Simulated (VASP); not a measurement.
# Lu (P6_3/mmc) in VASP: notebook

Runs on Lu. Level: PBE. Tasks: single point.

Everything below comes from runs of VASP 6.6.1. Logs are shortened: lines on timing, memory, paths and dates and some standing lists are left out, and cuts for length are marked.

## Step 1: The crystal as given

The structure is hexagonal, space group P6_3/mmc (No. 194). The conventional cell has a = 3.503 Å, b = 3.503 Å, c = 5.551 Å, α = 90.00°, β = 90.00°, γ = 120.00°. Lu (site symmetry -6m2) is surrounded by 12 Lu at 3.43 to 3.50 Å.

## Step 2: Single point, PBE

INCAR

```
SYSTEM = Lu
  PREC = Accurate
  ENCUT = 450
  EDIFF = 1E-6
  ISMEAR = -1
  SIGMA = 0.1
  LREAL = .False.
  LASPH = .True.
  NELM = 100
  ALGO = Normal
  ISIF = 2
  LWAVE = .False.
  LCHARG = .False.
  GGA = PE
  ADDGRID = .False.
```

KPOINTS

```
regular mesh
0
Gamma
  19 19 10
  0 0 0
```

POSCAR

```
Lu
1.0
    3.5031000000      0.0000000000      0.0000000000
   -1.7515500000      3.0337735920      0.0000000000
    0.0000000000      0.0000000000      5.5509000000
Lu
2
Direct
    0.6666666667      0.3333333333      0.7500000000
    0.3333333333      0.6666666667      0.2500000000
```

Potentials or basis: VASP PAW PBE potentials, release 64 (Lu_3), 4f in core.

Command:

```console
$ cat potpaw_PBE.64/Lu_3/POTCAR > POTCAR
$ mpirun -np 1 vasp_std > vasp.out
```

OUTCAR:

```text
SYSTEM = Lu
   PREC = Accurate
   ENCUT = 450
   EDIFF = 1E-6
   ISMEAR = -1
   LREAL = .False.
   LASPH = .True.
   NELM = 100
   ISIF = 2
   GGA = PE

 Found    240 irreducible k-points:

 Following reciprocal coordinates:
            Coordinates               Weight
  0.000000  0.000000  0.000000      1.000000
  0.052632  0.000000  0.000000      6.000000
  0.105263  0.000000  0.000000      6.000000
  0.157895 -0.000000  0.000000      6.000000
  0.210526 -0.000000  0.000000      6.000000
  0.263158 -0.000000  0.000000      6.000000
   k-points           NKPTS =    240   k-points in BZ     NKDIM =    240   number of bands    NBANDS=     13
   number of dos      NEDOS =    301   number of ions     NIONS =      2
   total plane-waves  NPLWV =  23040
   dimension x,y,z NGX =    24 NGY =   24 NGZ =   40
   dimension x,y,z NGXF=    48 NGYF=   48 NGZF=   80
   ions per type =               2
   NGX,Y,Z   is equivalent  to a cutoff of  11.39, 11.39, 11.98 a.u.
   NGXF,Y,Z  is equivalent  to a cutoff of  22.78, 22.78, 23.96 a.u.
 SYSTEM =  Lu
   PREC   = accura    normal or accurate (medium, high low for compatibility)
   ISTART =      0    job   : 0-new  1-cont  2-samecut
   ICHARG =      2    charge: 1-file 2-atom 10-const
   ISPIN  =      1    spin polarized calculation?
   LNONCOLLINEAR =      F non collinear calculations
   LSORBIT =      F    spin-orbit coupling
   LASPH  =      T    aspherical Exc in radial PAW
   ENCUT  =  450.0 eV  33.07 Ry    5.75 a.u.   6.06  6.06  9.60*2*pi/ulx,y,z
   NELM   =    100;   NELMIN=  2; NELMDL= -5     # of ELM steps
   EDIFF  = 0.1E-05   stopping-criterion for ELM
   LREAL  =      F    real-space projection
   EDIFFG = 0.1E-04   stopping-criterion for IOM
   NSW    =      0    number of steps for IOM
   IBRION =     -1    ionic relax: 0-MD 1-quasi-New 2-CG
   NFREE  =      0    steps in history (QN), initial steepest desc. (CG)
   ISIF   =      2    stress and relaxation
   ISYM   =      2    0-nonsym 1-usesym 2-fastsym
   POTIM  = 0.5000    time-step for ionic-motion
   TEBEG  =    0.0;   TEEND  =   0.0 temperature during run
   PSTRESS=    0.0 pullay stress
   NELECT =      18.0000    total number of electrons
   NUPDOWN=      -1.0000    fix difference up-down
   EMIN   =  10.00;   EMAX   =-10.00  energy-range for DOS
   EFERMI =   0.00;   METHOD = LEGACY
   ISMEAR =    -1;   SIGMA  =   0.10  broadening in eV -4-tet -1-fermi 0-gaus
   EFERMI_NEDOS =   21; number of points for ismear=-14 and -15
   IALGO  =     38    algorithm
   IMIX   =      4    mixing-type and parameters
     AMIX     =   0.40;   BMIX     =  1.00
     AMIX_MAG =   1.60;   BMIX_MAG =  1.00
  volume/ion in A,a.u.               =      29.50       199.05
  Fermi-wavevector in a.u.,A,eV,Ry     =   1.102130  2.082723 16.526853  1.214689
  Thomas-Fermi vector in A             =   2.238568
   LORBIT       =      0    0 simple, 1 ext, 2 COOP (PROOUT), +10 PAW based schemes
   GGA     = PE    functional components
   LHFCALC =     F    Hartree Fock is set to
   AEXX    =    0.0000 exact exchange contribution
   IVDW    =     0    specifies the selected vdW correction
   LEPSILON=     F    determine dielectric tensor
   LRPA    =     F    only Hartree local field effects (RPA)
 non-spin polarized calculation
  energy-cutoff  :      450.00
  volume of cell :       58.99
 maximum number of plane-waves:      1300
   NGX = 13   NGY = 13   NGZ = 19

 number of electron      18.0000001 magnetization

 Free energy of the ion-electron system (eV)
  ---------------------------------------------------
  ext. energy  EPLUGINS =         0.00000000
  ---------------------------------------------------
  free energy    TOTEN  =        -8.96251737 eV

  energy without entropy =       -8.85105695  energy(sigma->0) =       -8.90678716

 E-fermi :   2.7735     XC(G=0):  -9.9083

 val. band max:        2.7732952218   @ k =   0.4737   0.0526   0.4000
 cond. band min:       2.7751978388   @ k =   0.2632   0.2105   0.4000
 fundamental gap:      0.0019026170
 Fermi energy:         2.7734930062

 k-point     1 :       0.0000    0.0000    0.0000
  band No.  band energies     occupation
      1     -24.2724      2.00000
      2     -23.8586      2.00000
      3     -23.8586      2.00000
      4     -23.7826      2.00000
      5     -23.7826      2.00000
      6     -23.7615      2.00000
      7      -3.2479      2.00000
      8       0.3420      2.00000
      9       3.3253      0.00799
     10       4.9939      0.00000
     11       4.9941      0.00000
     12       5.2734      0.00000
     13       5.6994      0.00000

 k-point     2 :       0.0526    0.0000    0.0000
  band No.  band energies     occupation
      1     -24.2681      2.00000
      2     -23.8675      2.00000
      3     -23.8616      2.00000
      4     -23.7921      2.00000
      5     -23.7838      2.00000
      6     -23.7634      2.00000
      7      -3.1815      2.00000
      8       0.4106      2.00000
      9       3.2789      0.01268
     10       4.7695      0.00000
     11       5.0564      0.00000
     12       5.4467      0.00000
     13       5.6078      0.00000
[... 33 lines left out ...]
 k-point     5 :       0.2105   -0.0000    0.0000
  band No.  band energies     occupation
      1     -24.2084      2.00000
      2     -23.9838      2.00000
      3     -23.9112      2.00000
      4     -23.8992      2.00000
      5     -23.8015      2.00000
      6     -23.7927      2.00000
      7      -2.2427      2.00000
      8       1.2992      2.00000
      9       2.7369      1.18105
     10       3.5673      0.00071
     11       4.6664      0.00000
     12       5.2528      0.00000
     13       5.5222      0.00000

 k-point     6 :       0.2632   -0.0000    0.0000
  band No.  band energies     occupation
      1     -24.1768      2.00000
      2     -24.0386      2.00000
      3     -23.9646      2.00000
      4     -23.9161      2.00000
      5     -23.8104      2.00000
      6     -23.8100      2.00000
      7      -1.7317      2.00000
      8       1.6536      1.99997
      9       2.5108      1.86521
     10       3.2175      0.02331
     11       4.4316      0.00000
     12       4.9536      0.00000
     13       5.2758      0.00000

 [... further k-points ...]

------------------------ aborting loop because EDIFF is reached ----------------------------------------

  FORCE on cell =-STRESS in cart. coord.  units (eV):
  Direction    XX          YY          ZZ          XY          YZ          ZX
  --------------------------------------------------------------------------------------
  -------------------------------------------------------------------------------------
  Total        0.1349445      0.1349445     -0.2095106     -0.0000000      0.0000000      0.0000000
  in kB        3.6649394      3.6649394     -5.6900690     -0.0000000      0.0000000      0.0000000
  external PRESSURE =       0.5466032 kB  Pullay stress =       0.0000000 kB

 VOLUME and BASIS-vectors are now :
 -----------------------------------------------------------------------------
  energy-cutoff  :      450.00
  volume of cell :       58.99
      direct lattice vectors                 reciprocal lattice vectors
     3.503100000  0.000000000  0.000000000     0.285461448  0.164811244  0.000000000
    -1.751550000  3.033773592  0.000000000     0.000000000  0.329622488  0.000000000
     0.000000000  0.000000000  5.550900000     0.000000000  0.000000000  0.180150967

 POSITION                                       TOTAL-FORCE (eV/Angst)
 -----------------------------------------------------------------------------------
      1.75155      1.01126      4.16318        -0.000000      0.000000      0.000000
     -0.00000      2.02252      1.38773         0.000000     -0.000000      0.000000
 -----------------------------------------------------------------------------------
    total drift:                               -0.000000      0.000000     -0.000000

  FREE ENERGIE OF THE ION-ELECTRON SYSTEM (eV)
  ---------------------------------------------------
  free  energy   TOTEN  =        -8.9625173714 eV

  energy  without entropy=       -8.8510569496  energy(sigma->0) =       -8.90678716
```

OSZICAR:

```text
N       E                     dE             d eps       ncg     rms          rms(c)
DAV:   1     0.409591315404E+02    0.40959E+02   -0.82589E+03 11339   0.139E+03
DAV:   2    -0.673134814792E+01   -0.47690E+02   -0.46410E+02 10757   0.678E+02
DAV:   3    -0.887074292449E+01   -0.21394E+01   -0.20379E+01 10980   0.599E+01
DAV:   4    -0.896568387585E+01   -0.94941E-01   -0.90784E-01 11520   0.990E+00
DAV:   5    -0.896918271247E+01   -0.34988E-02   -0.33524E-02 10609   0.178E+00    0.253E+01
DAV:   6    -0.895618403831E+01    0.12999E-01   -0.35592E-02 10416   0.424E+00    0.150E+01
DAV:   7    -0.896264022906E+01   -0.64562E-02   -0.66486E-02 10090   0.569E+00    0.368E-01
DAV:   8    -0.896251101707E+01    0.12921E-03   -0.45651E-03 10302   0.973E-01    0.996E-02
DAV:   9    -0.896252144962E+01   -0.10433E-04   -0.21745E-04 10849   0.237E-01    0.295E-02
DAV:  10    -0.896251695200E+01    0.44976E-05   -0.22228E-05 10683   0.746E-02    0.334E-02
DAV:  11    -0.896251737142E+01   -0.41942E-06   -0.72042E-07  6100   0.183E-02
   1 F= -.89625174E+01 E0= -.89067872E+01  d E =-.111460E+00
```

Wall time 43 s (1 thread of Intel Xeon 6975P-C (Granite Rapids), shared host); peak memory 0.26 GiB.

The run converged, but some of its settings lie outside the range that counts as converged, so its numbers aren't taken as properties of the crystal.

Results:

- Free energy: -8.9625 eV
- Pressure: 0.1 GPa
- Band gap on the k mesh: none (metal or under the smearing width)

## Step 3: Single point, PBE

INCAR is that of step 2.

KPOINTS is that of step 2.

POSCAR

```
Lu
1.0
    3.5031000000      0.0000000000      0.0000000000
   -1.7515500000      3.0337735920      0.0000000000
    0.0000000000      0.0000000000      5.5509000000
Lu
2
Direct
    0.6483880000      0.2977880000      0.7516770000
    0.3414390000      0.6668870000      0.2457360000
```

Potentials or basis: VASP PAW PBE potentials, release 64 (Lu_3), 4f in core.

Command:

```console
$ cat potpaw_PBE.64/Lu_3/POTCAR > POTCAR
$ mpirun -np 1 vasp_std > vasp.out
```

Run time: 5.2 min. Hardware: 1 thread of Intel Xeon 6975P-C (Granite Rapids), shared host; peak memory 1 GiB.

These settings aren't checked as converged: the numbers below hold their error.

Results:

```
Free energy            : -8.9508 eV
Pressure               : 0.1 GPa
Largest force          : 0.219 eV/Å
Band gap on the k mesh : none (metal or under the smearing width)
```

## Step 4: Single point, PBE

Edit INCAR of step 3 so:

```diff
@@ -2,5 +2,5 @@
   PREC = Accurate
-  ENCUT = 450
+  ENCUT = 550
   EDIFF = 1E-6
-  ISMEAR = -1
+  ISMEAR = 0
   SIGMA = 0.1
```

KPOINTS is that of step 3.

POSCAR

```
Lu
1.0
    3.5031000000      0.0000000000      0.0000000000
   -1.7515500000      3.0337735920      0.0000000000
    0.0000000000      0.0000000000      5.5509000000
Lu
2
Direct
    0.6666666667      0.3333333333      0.7500000000
    0.3333333333      0.6666666667      0.2500000000
```

Command:

```console
$ cat potpaw_PBE.64/Lu_3/POTCAR > POTCAR
$ mpirun -np 1 vasp_std > vasp.out
```

Run time: 73 s. Hardware: 1 thread of Intel Xeon 6975P-C (Granite Rapids), shared host; peak memory 0.31 GiB.

These settings aren't checked as converged: the numbers below hold their error.

What came out:

- Free energy: -8.9135 eV
- Pressure: -0.1 GPa
- Band gap on the k mesh: none (metal or under the smearing width)

## Step 5: Single point, PBE

INCAR is that of step 4.

KPOINTS is that of step 4.

POSCAR

```
Lu
1.0
    3.5031000000      0.0000000000      0.0000000000
   -1.7515500000      3.0337735920      0.0000000000
    0.0000000000      0.0000000000      5.5509000000
Lu
2
Direct
    0.6483880000      0.2977880000      0.7516770000
    0.3414390000      0.6668870000      0.2457360000
```

Potentials or basis: VASP PAW PBE potentials, release 64 (Lu_3), 4f in core.

Command:

```console
$ cat potpaw_PBE.64/Lu_3/POTCAR > POTCAR
$ mpirun -np 1 vasp_std > vasp.out
```

OUTCAR:

```text
SYSTEM = Lu
   PREC = Accurate
   ENCUT = 550
   EDIFF = 1E-6
   ISMEAR = 0
   LREAL = .False.
   LASPH = .True.
   NELM = 100
   ISIF = 2
   GGA = PE

 Found   1806 irreducible k-points:

 Following reciprocal coordinates:
            Coordinates               Weight
  0.000000  0.000000  0.000000      1.000000
  0.052632  0.000000  0.000000      2.000000
  0.000000  0.052632  0.000000      2.000000
 -0.052632  0.052632  0.000000      2.000000
  0.105263  0.000000  0.000000      2.000000
  0.000000  0.105263  0.000000      2.000000
   k-points           NKPTS =   1806   k-points in BZ     NKDIM =   1806   number of bands    NBANDS=     13
[... 175 lines left out ...]
  --------------------------------------------------------------------------------------
  -------------------------------------------------------------------------------------
  Total       -0.0203267      0.2265288     -0.2734524     -0.0339099     -0.0222083     -0.0046520
  in kB       -0.5520510      6.1522634     -7.4266531     -0.9209539     -0.6031518     -0.1263422
  external PRESSURE =      -0.6088136 kB  Pullay stress =       0.0000000 kB

 VOLUME and BASIS-vectors are now :
 -----------------------------------------------------------------------------
  energy-cutoff  :      550.00
  volume of cell :       58.99
      direct lattice vectors                 reciprocal lattice vectors
     3.503100000  0.000000000  0.000000000     0.285461448  0.164811244  0.000000000
    -1.751550000  3.033773592  0.000000000     0.000000000  0.329622488  0.000000000
     0.000000000  0.000000000  5.550900000     0.000000000  0.000000000  0.180150967

 POSITION                                       TOTAL-FORCE (eV/Angst)
 -----------------------------------------------------------------------------------
      1.74978      0.90342      4.17248         0.036630      0.164837     -0.139525
      0.02801      2.02318      1.36406        -0.036630     -0.164837      0.139525
 -----------------------------------------------------------------------------------
    total drift:                               -0.000000     -0.000001      0.000001

  FREE ENERGIE OF THE ION-ELECTRON SYSTEM (eV)
  ---------------------------------------------------
  free  energy   TOTEN  =        -8.9018790193 eV

  energy  without entropy=       -8.8835803693  energy(sigma->0) =       -8.89272969
```

stdout:

```text
POSCAR found type information on POSCAR Lu
 POSCAR found :  1 types and       2 ions
 scaLAPACK will be used
 LDA part: xc-table for (Slater+PW92), standard interpolation
 POSCAR, INCAR and KPOINTS ok, starting setup
 FFT: planning ... GRIDC
 FFT: planning ... GRID_SOFT
 FFT: planning ... GRID
 WAVECAR not read
 entering main loop
```

Run time: 8.6 min. Hardware: 1 thread of Intel Xeon 6975P-C (Granite Rapids), shared host; peak memory 1.3 GiB.

The run converged, but some of its settings lie outside the range that counts as converged, so its numbers aren't taken as properties of the crystal.

What came out:

* Free energy: -8.9019 eV
* Pressure: -0.1 GPa
* Largest force: 0.219 eV/Å
* Band gap on the k mesh: none (metal or under the smearing width)

[end of part 1 of 2]
